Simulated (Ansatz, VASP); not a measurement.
# ZnO: VASP beside Ansatz

```
CELL_PARAMETERS angstrom
3.31897 0.00000 0.00000
-1.65949 2.87432 0.00000
0.00000 0.00000 5.35179
ATOMIC_POSITIONS crystal
Zn 0.33333 0.66667 0.00145
Zn 0.66667 0.33333 0.50145
O 0.33333 0.66667 0.38065
O 0.66667 0.33333 0.88065
```

Alike in both runs: functional RPBE; k mesh 8 × 8 × 6; occupations gaussian, width 0.05 eV; no spin polarisation.

Ansatz relaxed the structure, and its values are those at the end. VASP's run is a single point on that final structure, the one shown.

|  | VASP | Ansatz |
| --- | --- | --- |
| version | VASP 6.6.1 | Ansatz 0.2.0 |
| potentials or method | VASP PAW PBE potentials, release 64 (Zn, O) | scalar-relativistic, plane waves, PAW |
| plane-wave cutoff (eV) | 520 | 420 |
| valence electrons in the cell | 36 | 36 |

```csv
,VASP,Ansatz,Ansatz less VASP
gap on the k mesh at the Fermi level (eV),0.77,0.80,+0.026
least direct gap on the mesh (eV),0.77,0.80,+0.026
pressure (GPa),0.8,0.0,-0.84
rms of the force components (eV/Å),0.004,0.004,-0.0001
```

Caveats: the PAW data sets were made with another functional, which shifts forces and pressure a little (VASP). Expect the measured gap to be larger: semilocal functionals such as RPBE lack the derivative discontinuity.
